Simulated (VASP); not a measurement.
GaSe: G0W0 quasiparticle levels with PBE

The system is GaSe.

```
Ga Se
1.0
     3.77097    0.00000    0.00000
    -1.88549    3.26576    0.00000
     0.00000    0.00000   15.96669
Ga Se
4 4
Direct
  0.33333 0.66667 0.17346
  0.66667 0.33333 0.67346
  0.33333 0.66667 0.32654
  0.66667 0.33333 0.82654
  0.33333 0.66667 0.59951
  0.66667 0.33333 0.09951
  0.33333 0.66667 0.90049
  0.66667 0.33333 0.40049
```

```
Program                         : VASP 6.6.1
Task                            : G0W0 quasiparticle levels
Functional                      : PBE
Potentials or basis             : VASP PAW PBE potentials, release 64 (Ga_d_GW, Se_GW)
Cutoff                          : 500 eV
k mesh                          : 3 × 3 × 1
Occupations                     : gaussian, width 0.01 eV
Spin                            : no spin polarisation
GW scheme                       : G0W0
GW iterations                   : 1
Cutoff of the response function : 150
Frequency points                : 48
Empty bands                     : 724
Further INCAR settings          : ALGO = EVGW0; EDIFF = 1e-08; NBANDS = 764
```

```
Band gap on the k mesh, mean-field level : 0.83 eV, direct
Quasiparticle gap                        : 1.77 eV
Least direct quasiparticle gap           : 1.77 eV
```

Levels at points of the mesh, in eV from the valence-band top:
```tsv
k point	band 36	band 37	band 38	band 39	band 40	band 41
(0.00, 0.00, 0.00)	-1.17	-1.17	0.00	0.83	1.84	2.09
```

Wall time 9.3 min on 4 MPI ranks on Intel(R) Xeon(R) Platinum 8259CL CPU @ 2.50GHz (Skylake/Cascade Lake), on a shared host, peak memory 0.99 GiB a rank.

Caveat: the k mesh is coarse (spacing up to 0.64 Å⁻¹), so the values aren't converged; bands, screening cutoff and mesh are small and nothing is extrapolated, so the quasiparticle values aren't converged.
